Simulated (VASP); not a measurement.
# SiO2 (P4_2/mnm) in VASP: settings compared, part 2 of 2

VASP 6.6.1. Earlier steps stand in the parts before.

### Step 4. Band structure, TB-mBJ

POSCAR reads:

```
SiO2
1.0
    4.1922600000      0.0000000000      0.0000000000
    0.0000000000      4.1922600000      0.0000000000
    0.0000000000      0.0000000000      2.6825200000
Si O
2 4
Direct
    0.0000000000      0.0000000000      0.0000000000
    0.5000000000      0.5000000000      0.5000000000
    0.3058400000      0.3058400000      0.0000000000
    0.1941600000      0.8058400000      0.5000000000
    0.6941600000      0.6941600000      1.0000000000
    0.8058400000      0.1941600000      0.5000000000
```

INCAR.step1 reads:

```
ALGO = Normal
EDIFF = 1E-5
ENCUT = 520
GGA = PE
ISIF = 2
ISMEAR = 0
LASPH = T
LCHARG = F
LREAL = F
LWAVE = T
NELM = 80
PREC = Accurate
SIGMA = 0.02
```

INCAR.step2 reads:

```
ALGO = Normal
EDIFF = 1E-7
ENCUT = 520
ISIF = 2
ISMEAR = 0
ISTART = 1
LASPH = T
LCHARG = F
LREAL = F
LWAVE = F
METAGGA = MBJ
NELM = 80
PREC = Accurate
SIGMA = 0.02
```

KPOINTS reads:

```
k-points
0
Gamma
  6 6 8
```

KPOINTS_OPT reads:

```
path GXMGZRAZ,XR,MA
15
line-mode
reciprocal
 0.0000000000  0.0000000000  0.0000000000  G
 0.0000000000  0.5000000000  0.0000000000  X

 0.0000000000  0.5000000000  0.0000000000  X
 0.5000000000  0.5000000000  0.0000000000  M

 0.5000000000  0.5000000000  0.0000000000  M
 0.0000000000  0.0000000000  0.0000000000  G

 0.0000000000  0.0000000000  0.0000000000  G
 0.0000000000  0.0000000000  0.5000000000  Z

 0.0000000000  0.0000000000  0.5000000000  Z
 0.0000000000  0.5000000000  0.5000000000  R

 0.0000000000  0.5000000000  0.5000000000  R
 0.5000000000  0.5000000000  0.5000000000  A

 0.5000000000  0.5000000000  0.5000000000  A
 0.0000000000  0.0000000000  0.5000000000  Z

 0.0000000000  0.5000000000  0.0000000000  X
 0.0000000000  0.5000000000  0.5000000000  R

 0.5000000000  0.5000000000  0.0000000000  M
 0.5000000000  0.5000000000  0.5000000000  A
```

Potentials or basis: VASP PAW PBE potentials, release 64 (Si, O).

Command:

```sh
> cat potpaw_PBE.64/Si/POTCAR potpaw_PBE.64/O/POTCAR > POTCAR
> cp INCAR.step1 INCAR
> mpirun -np 1 vasp_std > vasp.out
> cp INCAR.step2 INCAR
> mpirun -np 1 vasp_std > vasp.out
```

OUTCAR:

```text
EDIFF = 1E-7
   ENCUT = 520
   ISIF = 2
   ISMEAR = 0
   ISTART = 1
   LASPH = T
   LREAL = F
   METAGGA = MBJ
   NELM = 80
   PREC = Accurate

 ion  position               nearest neighbor table
   1  0.000  0.000  0.000-   4 1.77   6 1.77   4 1.77   6 1.77   5 1.81   3 1.81
   2  0.500  0.500  0.500-   3 1.77   5 1.77   3 1.77   5 1.77   4 1.81   6 1.81
   3  0.306  0.306  0.000-   2 1.77   2 1.77   1 1.81
   4  0.194  0.806  0.500-   1 1.77   1 1.77   2 1.81
   5  0.694  0.694  0.000-   2 1.77   2 1.77   1 1.81
   6  0.806  0.194  0.500-   1 1.77   1 1.77   2 1.81

  LATTYP: Found a simple tetragonal cell.
 ALAT       =     4.1922600000
 C/A-ratio  =     0.6398744353

  Lattice vectors:

 A1 = (   4.1922600000,   0.0000000000,   0.0000000000)
 A2 = (   0.0000000000,   4.1922600000,   0.0000000000)
 A3 = (   0.0000000000,   0.0000000000,   2.6825200000)

Analysis of symmetry for initial positions (statically):
=====================================================================
 Subroutine PRICEL returns:
 Original cell was already a primitive cell.

 Routine SETGRP: Setting up the symmetry group for a
 simple tetragonal supercell.

 Subroutine GETGRP returns: Found 16 space group operations
 (whereof  8 operations were pure point group operations)
 out of a pool of 16 trial point group operations.

The static configuration has the point symmetry D_2h.
 The point group associated with its full space group is D_4h.

Analysis of symmetry for dynamics (positions and initial velocities):
=====================================================================
 Subroutine PRICEL returns:
 Original cell was already a primitive cell.

 Routine SETGRP: Setting up the symmetry group for a
 simple tetragonal supercell.

 Subroutine GETGRP returns: Found 16 space group operations
 (whereof  8 operations were pure point group operations)
 out of a pool of 16 trial point group operations.

The dynamic configuration has the point symmetry D_2h.
 The point group associated with its full space group is D_4h.

 Subroutine INISYM returns: Found 16 space group operations
 (whereof  8 operations are pure point group operations),
 and found     1 'primitive' translations

----------------------------------------------------------------------------------------

                                     Primitive cell

  volume of cell :      47.1454

  direct lattice vectors                    reciprocal lattice vectors
     4.192260000  0.000000000  0.000000000     0.238534824  0.000000000  0.000000000
     0.000000000  4.192260000  0.000000000     0.000000000  0.238534824  0.000000000
     0.000000000  0.000000000  2.682520000     0.000000000  0.000000000  0.372783800

  length of vectors
     4.192260000  4.192260000  2.682520000     0.238534824  0.238534824  0.372783800

  position of ions in fractional coordinates (direct lattice)
     0.000000000  0.000000000  0.000000000
     0.500000000  0.500000000  0.500000000
     0.305840000  0.305840000  0.000000000
     0.194160000  0.805840000  0.500000000
     0.694160000  0.694160000  0.000000000
[... 38 lines left out ...]
            Coordinates               Weight
  0.000000  0.000000  0.000000      1.000000
  0.166667  0.000000  0.000000      4.000000
  0.333333  0.000000  0.000000      4.000000
  0.500000  0.000000  0.000000      2.000000
  0.166667  0.166667  0.000000      4.000000
  0.333333  0.166667  0.000000      8.000000
[... 16 lines left out ...]
  0.333333  0.000000  0.250000      8.000000
  0.500000  0.000000  0.250000      4.000000
 [... further k-points ...]
   k-points           NKPTS =     50   k-points in BZ     NKDIM =     50   number of bands    NBANDS=     20
   number of dos      NEDOS =    301   number of ions     NIONS =      6
   total plane-waves  NPLWV =  20480
   dimension x,y,z NGX =    32 NGY =   32 NGZ =   20
   dimension x,y,z NGXF=    64 NGYF=   64 NGZF=   40
   ions per type =               2   4
   NGX,Y,Z   is equivalent  to a cutoff of  12.69, 12.69, 12.39 a.u.
   NGXF,Y,Z  is equivalent  to a cutoff of  25.38, 25.38, 24.79 a.u.
 SYSTEM =  unknown system
   PREC   = accura    normal or accurate (medium, high low for compatibility)
   ISTART =      1    job   : 0-new  1-cont  2-samecut
   ICHARG =      0    charge: 1-file 2-atom 10-const
   ISPIN  =      1    spin polarized calculation?
   LNONCOLLINEAR =      F non collinear calculations
   LSORBIT =      F    spin-orbit coupling
   LASPH  =      T    aspherical Exc in radial PAW
   ENCUT  =  520.0 eV  38.22 Ry    6.18 a.u.   7.79  7.79  4.99*2*pi/ulx,y,z
   NELM   =     80;   NELMIN=  2; NELMDL=  0     # of ELM steps
   EDIFF  = 0.1E-06   stopping-criterion for ELM
   LREAL  =      F    real-space projection
   EDIFFG = 0.1E-05   stopping-criterion for IOM
   NSW    =      0    number of steps for IOM
   IBRION =     -1    ionic relax: 0-MD 1-quasi-New 2-CG
   NFREE  =      0    steps in history (QN), initial steepest desc. (CG)
   ISIF   =      2    stress and relaxation
   ISYM   =      2    0-nonsym 1-usesym 2-fastsym
   POTIM  = 0.5000    time-step for ionic-motion
   TEBEG  =    0.0;   TEEND  =   0.0 temperature during run
   PSTRESS=    0.0 pullay stress
   NELECT =      32.0000    total number of electrons
   NUPDOWN=      -1.0000    fix difference up-down
   EMIN   =  10.00;   EMAX   =-10.00  energy-range for DOS
   EFERMI =   0.00;   METHOD = LEGACY
   ISMEAR =     0;   SIGMA  =   0.02  broadening in eV -4-tet -1-fermi 0-gaus
   EFERMI_NEDOS =   21; number of points for ismear=-14 and -15
   IALGO  =     38    algorithm
   IMIX   =      4    mixing-type and parameters
     AMIX     =   0.40;   BMIX     =  1.00
     AMIX_MAG =   1.60;   BMIX_MAG =  1.00
  volume/ion in A,a.u.               =       7.86        53.03
  Fermi-wavevector in a.u.,A,eV,Ry     =   1.438727  2.718800 28.163176  2.069935
  Thomas-Fermi vector in A             =   2.557662
   LORBIT       =      0    0 simple, 1 ext, 2 COOP (PROOUT), +10 PAW based schemes
   METAGGA = MBJ    functional components
   LHFCALC =     F    Hartree Fock is set to
   AEXX    =    0.0000 exact exchange contribution
   IVDW    =     0    specifies the selected vdW correction
   LEPSILON=     F    determine dielectric tensor
   LRPA    =     F    only Hartree local field effects (RPA)
 non-spin polarized calculation
 Gauss-broadening in eV      SIGMA  =   0.02
  energy-cutoff  :      520.00
  volume of cell :       47.15
 maximum number of plane-waves:      1290
 NGX is ok and might be reduce to    32

 number of electron      31.9999976 magnetization

 Free energy of the ion-electron system (eV)
  ---------------------------------------------------
  ext. energy  EPLUGINS =         0.00000000
  ---------------------------------------------------
  free energy    TOTEN  =        66.20215636 eV

  energy without entropy =       66.20215636  energy(sigma->0) =       66.20215636

 E-fermi :   8.4400     XC(G=0):  -9.7562

 val. band max:        8.3109307135   @ k =   0.0000   0.0000   0.0000
 cond. band min:      15.1362718110   @ k =   0.0000   0.0000   0.0000
 fundamental gap:      6.8253410974
 Fermi energy:         8.4400447089

 k-point     1 :       0.0000    0.0000    0.0000
  band No.  band energies     occupation
      1     -14.8021      2.00000
      2     -11.7328      2.00000
      3     -11.7328      2.00000
      4     -11.4502      2.00000
      5      -2.0827      2.00000
      6       2.3589      2.00000
[... 541 lines left out ...]
     19      20.7409      0.00000
     20      20.7409      0.00000

 [... further k-points ...]

------------------------ aborting loop because EDIFF is reached ----------------------------------------

  FORCE on cell =-STRESS in cart. coord.  units (eV):
  Direction    XX          YY          ZZ          XY          YZ          ZX
  --------------------------------------------------------------------------------------
  -------------------------------------------------------------------------------------
  Total       -6.2212562     -6.2212562    -10.3383789     -0.0000000      0.0000000      0.0000000
  in kB     -211.4215641   -211.4215641   -351.3367990     -0.0000000      0.0000000      0.0000000
  external PRESSURE =    -258.0599757 kB  Pullay stress =       0.0000000 kB

 VOLUME and BASIS-vectors are now :
 -----------------------------------------------------------------------------
  energy-cutoff  :      520.00
  volume of cell :       47.15
      direct lattice vectors                 reciprocal lattice vectors
     4.192260000  0.000000000  0.000000000     0.238534824  0.000000000  0.000000000
     0.000000000  4.192260000  0.000000000     0.000000000  0.238534824  0.000000000
     0.000000000  0.000000000  2.682520000     0.000000000  0.000000000  0.372783800

 POSITION                                       TOTAL-FORCE (eV/Angst)
 -----------------------------------------------------------------------------------
      0.00000      0.00000      0.00000        -0.000000     -0.000000      0.000000
      2.09613      2.09613      1.34126        -0.000000     -0.000000      0.000000
      1.28216      1.28216      0.00000        -0.539995     -0.539995      0.000000
      0.81397      3.37829      1.34126         0.539995     -0.539995      0.000000
      2.91010      2.91010      0.00000         0.539995      0.539995     -0.000000
      3.37829      0.81397      1.34126        -0.539995      0.539995     -0.000000
 -----------------------------------------------------------------------------------
    total drift:                                0.000000     -0.000000     -0.000000

  FREE ENERGIE OF THE ION-ELECTRON SYSTEM (eV)
  ---------------------------------------------------
  free  energy   TOTEN  =        66.2021563588 eV

  energy  without entropy=       66.2021563588  energy(sigma->0) =       66.20215636
```

Wall time 91 s (1 thread of Intel Xeon 6975P-C (Granite Rapids), shared host); peak memory 0.19 GiB.

Results:

- Band gap on the k mesh: 6.83 eV, direct
- Band gap along the path: 6.83 eV, direct

Levels at the corners of the path, in eV from the valence-band top:
```csv
point,band 14,band 15,band 16,band 17,band 18,band 19
Γ,-0.84,-0.84,0.00,6.83,8.99,10.29
X,-2.43,-0.96,-0.96,9.29,9.29,11.02
X,-2.43,-0.96,-0.96,9.29,9.29,11.02
M,-2.44,-2.02,-2.02,9.19,9.19,11.91
M,-2.44,-2.02,-2.02,9.19,9.19,11.91
Γ,-0.84,-0.84,0.00,6.83,8.99,10.29
Γ,-0.84,-0.84,0.00,6.83,8.99,10.29
Z,-2.64,-2.38,-2.38,10.65,10.65,14.75
Z,-2.64,-2.38,-2.38,10.65,10.65,14.75
R,-2.01,-1.60,-1.60,10.49,10.49,11.60
R,-2.01,-1.60,-1.60,10.49,10.49,11.60
A,-1.57,-1.46,-1.46,8.68,8.68,13.12
A,-1.57,-1.46,-1.46,8.68,8.68,13.12
Z,-2.64,-2.38,-2.38,10.65,10.65,14.75
X,-2.43,-0.96,-0.96,9.29,9.29,11.02
R,-2.01,-1.60,-1.60,10.49,10.49,11.60
M,-2.44,-2.02,-2.02,9.19,9.19,11.91
A,-1.57,-1.46,-1.46,8.68,8.68,13.12
```

Caveat: the PAW data sets were made with another functional, which shifts forces and pressure a little.

### Step 5. The runs side by side

```csv
level,gap on the mesh (eV)
PBEsol,5.34
r2SCAN,6.33
TB-mBJ,6.83
```

Alike in all rows: task band structure; potentials or basis VASP PAW PBE potentials, release 64 (Si, O); no spin polarisation; cell as given; k mesh 6 × 6 × 8; cutoff (eV) 520; smearing gaussian 0.02 eV.

On the cell as given the gap runs from 5.34 eV (PBEsol) to 6.83 eV (TB-mBJ).

Caveats: the PAW data sets were made with another functional, which shifts forces and pressure a little.

Absolute energies hang on the potentials; compare differences alone.
